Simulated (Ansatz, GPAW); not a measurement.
This is a calculation of InP for GPAW 26.7.0 (ASE script). 

Contents of run.py:

```python
from ase.dft.bandgap import bandgap
from ase.io import read, write
from ase.units import GPa
from gpaw import GPAW, PW, setup_paths

setup_paths.insert(0, '.')

atoms = read('POSCAR')

calc = GPAW(mode=PW(600),
            xc='PBEsol',
            kpts={'size': (8, 8, 8), 'gamma': True},
            occupations={'name': 'methfessel-paxton', 'order': 0, 'width': 0.05},
            nbands=18,
            convergence={'density': 1e-05, 'energy': 1e-05},
            maxiter=150,
            txt='gpaw.txt')
atoms.calc = calc
energy = atoms.get_potential_energy()
forces = atoms.get_forces()
stress = atoms.get_stress()
calc.write('gs.gpw')
write('result.traj', atoms)
print(f'Energy: {energy:.6f} eV')
print('Forces (eV/A):')
print(forces.round(4))
print('Stress (GPa):', (stress / GPa).round(3))
print('Fermi level:', round(calc.get_fermi_level(), 4), 'eV')
print(f'Gap: {bandgap(calc)[0]:.4f} eV, direct: {bandgap(calc, direct=True)[0]:.4f} eV')
```

File POSCAR:

```
InP
1.0
    4.1443528400      0.0000000000      0.0000000000
    2.0721764200      3.5891148417      0.0000000000
    2.0721764200      1.1963716139      3.3838499240
In P
1 1
Direct
    0.0000000000      0.0000000000      0.0000000000
    0.7500000000      0.7500000000      0.7500000000
```

Potentials or basis: PAW data sets generated in the run's folder for this functional, pw.

Launch:

```console
$ gpaw-setup -f PBEsol In P
$ OMP_NUM_THREADS=1 python run.py
```

Question: What does the same run look like in Ansatz 0.2.0? Potentials or basis there: Ansatz PAW, cutoff 420 eV.

Answer: As run (cutoffs and basis follow the program's own potentials, and thresholds, step limits or extra output files can differ):

Contents of input.yaml:

```yaml
crystal:
  lattice:
    - [4.14435284, 0.0, 0.0]
    - [2.07217642, 3.5891148417, 0.0]
    - [2.07217642, 1.1963716139, 3.383849924]
  atoms:
    - { symbol: In, position: [0.0, 0.0, 0.0] }
    - { symbol: P, position: [0.75, 0.75, 0.75] }
hamiltonian:
  xc: pbesol
  pseudopotentials: { kind: paw }
kpoints:
  mp_grid: { grid: [8, 8, 8] }
scf:
  occupations: { method: gaussian, width: 0.05 }
output:
  forces: true
  stress: true
  eigenvalues: true
  write_density: true
  write_potential: true
  elf: true
  volumetric_format: npy
```

Potentials or basis: Ansatz PAW.

The run is started by

```console
$ ansatz run input.yaml --threads 1 --pin off --max-ram 3584MiB --backend cpu --events-out ev --progress --plain --runs-dir out
```

Both were run:

|  | GPAW | Ansatz |
| --- | --- | --- |
| Pressure | 0.4 GPa | 0.6 GPa |

Ansatz's pressure holds a Pulay term of +0.04 GPa for its cutoff of 420 eV, which the other run lacks.

Ansatz's potentials were made for PBE.

Where Ansatz's input types no cutoff or centring, it takes its own default and a Γ-centred mesh.

Pressure is positive in compression.
